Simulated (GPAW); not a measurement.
## TaS2: single point with LDA

TaS2:

```
CELL_PARAMETERS angstrom
3.35000 0.00000 0.00000
-1.67500 2.90119 0.00000
0.00000 0.00000 5.86000
ATOMIC_POSITIONS crystal
Ta 0.00000 0.00000 0.00000
S 0.66667 0.33333 0.75000
S 0.33333 0.66667 0.25000
```

- Program: GPAW 26.7.0
- Task: single point
- Functional: LDA
- Potentials or basis: the program's PAW data sets (release 1.2.1) made for this functional
- Cutoff: 600 eV
- Basis: pw
- k mesh: 9 × 9 × 5
- Occupations: gaussian, width 0.05 eV
- Spin: no spin polarisation
- Maxiter: 150

- Pressure: 1.3 GPa
- Largest force: 0.769 eV/Å
- Band gap on the k mesh: none (metal or under the smearing width)

Forces on the atoms (eV/Å):
```
Ta   0.000  0.000  0.000
S    0.000  0.000 -0.769
S    0.000  0.000  0.769
```

Stress tensor (GPa, compression positive):
```
-0.42  0.00  0.00
 0.00 -0.42  0.00
 0.00  0.00  4.65
```

Levels at points of the mesh, in eV from the Fermi level:
```
           k point  band 11  band 12  band 13  band 14  band 15  band 16
(0.00, 0.00, 0.00)    -0.71    -0.71     0.01     0.01     0.25     4.11
```

It took 33 s on 1 thread of Arm Neoverse V2, on a shared host, peak memory 0.2 GiB.

The run has no spin-orbit coupling, so splittings on Ta are missing.
